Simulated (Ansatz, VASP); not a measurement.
One calculation of Ir, two programs

INCAR

```
SYSTEM = Ir
  ALGO = Normal
  EDIFF = 1E-8
  ENCUT = 520
  GGA = PE
  ISIF = 2
  ISMEAR = -1
  LASPH = .True.
  LCHARG = .False.
  LEFG = .True.
  LREAL = .False.
  LWAVE = .False.
  NBANDS = 10
  NELM = 60
  PREC = Accurate
  SIGMA = 0.05
```

The input KPOINTS:

```
k-points
0
Gamma
  15 15 15
  0 0 0
```

The input POSCAR:

```
Ir
1.0
   -0.0575910000      1.8909045000      1.8909045000
    1.8909045000     -0.0575910000      1.8909045000
    1.8909045000      1.8909045000     -0.0575910000
Ir
1
Direct
    0.0000000000      0.0000000000      0.0000000000
```

Input for Ansatz:

```yaml
crystal:
  lattice:
    - [-0.057591, 1.8909045, 1.8909045]
    - [1.8909045, -0.057591, 1.8909045]
    - [1.8909045, 1.8909045, -0.057591]
  atoms:
    - { symbol: Ir, position: [0.0, 0.0, 0.0] }
kpoints:
  mp_grid: { grid: [15, 15, 15] }
scf:
  occupations: { method: fermi_dirac, width: 0.05 }
hamiltonian:
  xc: pbe
  pseudopotentials: { kind: all_electron, datasets: crystal }
output:
  forces: true
  stress: true
  eigenvalues: true
  efg: { contact_densities: true }
```

Change from the starting cell: equal xy, yz and zx shear strains of -3 %, crystal datasets.

Alike in both runs: task electric field gradients; functional PBE; k mesh 15 × 15 × 15; occupations fermi-dirac, width 0.05 eV; no spin polarisation.

|  | VASP | Ansatz |
| --- | --- | --- |
| version | VASP 6.6.1 | Ansatz 0.2.0 |
| potentials or method | VASP PAW PBE potentials, release 64 (Ir) | all-electron PAW with datasets made for the crystal, scalar-relativistic |
| plane-wave cutoff (eV) | 520 | see its input |

Ansatz gave:

```
pressure (GPa)                                                 : 10.2
largest component of the traceless stress (GPa)                : 8.40
Vzz of the field gradient on the site that differs most (V/Å²) : -49.2
```

Task: Estimate VASP's values.

Result: Pressure (GPa): 10.9; largest component of the traceless stress (GPa): 8.38; Vzz of the field gradient on the site that differs most (V/Å²): -70.7.

Ansatz ran all-electron here, so the differences hold the error of VASP's frozen core and of both bases. Ansatz warned: «gradients_without_spin_orbit».

Spin-orbit coupling is left out, which matters for the levels of Ir.
